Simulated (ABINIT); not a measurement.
Input of an ABINIT 10.8.3 (patched build) run:

Contents of run.abi:

```
# Datasets: ground state, then fixed potential
ndtset 2

# Pseudopotentials
pp_dirpath "./"
pseudos "Ga.LDA_PW-JTH.xml, N.LDA_PW-JTH.xml"

# Structure
acell 3*1.0
rprim
     0.0000000000     4.2584989699     4.2584989699
     4.2584989699     0.0000000000     4.2584989699
     4.2584989699     4.2584989699     0.0000000000
ntypat 2
znucl 31 7
natom 2
typat 1 2
xcart
     0.0000000000     0.0000000000     0.0000000000
     1.1267503038     1.1267503038     1.1267503038 Angstrom

# Plane-wave basis
ecut 25.0
pawecutdg 47.0

# Exchange and correlation
ixc -1007

# Bands and occupations
occopt 3
tsmear 0.05 eV

# SCF cycle
nstep 100

# Output
iomode 3
prtwf 0
prteig 0
prtebands 0
enunit 2
prtden1 1

# Dataset 1
kptopt1 1
ngkpt1 10 10 10
nshiftk1 1
shiftk1 0.0 0.0 0.0
nband1 13
tolvrs1 1.0e-9

# Dataset 2: bands along G-X-W-K-G-L-U-W-L-K
iscf2 -2
getden2 1
nband2 17
nbdbuf2 2
tolwfr2 1.0e-12
kptopt2 -9
ndivsm2 8
prteig2 1
prtvol2 -3
kptbounds2
     0.0000000000     0.0000000000     0.0000000000
     0.5000000000     0.0000000000     0.5000000000
     0.5000000000     0.2500000000     0.7500000000
     0.3750000000     0.3750000000     0.7500000000
     0.0000000000     0.0000000000     0.0000000000
     0.5000000000     0.5000000000     0.5000000000
     0.6250000000     0.2500000000     0.6250000000
     0.5000000000     0.2500000000     0.7500000000
     0.5000000000     0.5000000000     0.5000000000
     0.3750000000     0.3750000000     0.7500000000
```

Potentials or basis: JTH PAW LDA v2.0.

Command:

```sh
$ abinit run.abi > log 2>&1
```

Question: What does it give for the band gap on the k mesh?

Answer: 1.73 eV, direct.

Levels at the corners of the path, in eV from the valence-band top:
| point | band 7 | band 8 | band 9 | band 10 | band 11 | band 12 |
| --- | --- | --- | --- | --- | --- | --- |
| Γ | 0.00 | 0.00 | 0.00 | 1.73 | 10.10 | 10.10 |
| X | -6.22 | -2.74 | -2.74 | 3.26 | 6.46 | 11.50 |
| W | -5.79 | -3.74 | -3.69 | 6.12 | 8.21 | 10.15 |
| K | -5.96 | -4.31 | -2.20 | 4.88 | 7.70 | 10.88 |
| Γ | 0.00 | 0.00 | 0.00 | 1.73 | 10.10 | 10.10 |
| L | -7.12 | -0.98 | -0.98 | 4.52 | 8.60 | 10.20 |
| U | -5.96 | -4.31 | -2.20 | 4.88 | 7.70 | 10.88 |
| W | -5.79 | -3.74 | -3.69 | 6.12 | 8.21 | 10.15 |
| L | -7.12 | -0.98 | -0.98 | 4.52 | 8.60 | 10.20 |
| K | -5.96 | -4.31 | -2.20 | 4.88 | 7.70 | 10.88 |

**What was measured.**

A printed reference work, textbook reports, for a bulk crystal of GaN at 0 K: band gap 3.299 eV (direct).

Against the measured gap of GaN, 3.299 eV (direct; 0 K; a printed reference work, textbook), the calculated 1.73 eV is off by -1.57 eV. Spin-orbit coupling on Ga is left out. The value is that of LDA-VWN, without temperature or zero-point motion. Semilocal functionals fall short of measured gaps as a rule. The cell is a database's relaxed one, not the measured one, which moves gaps too.
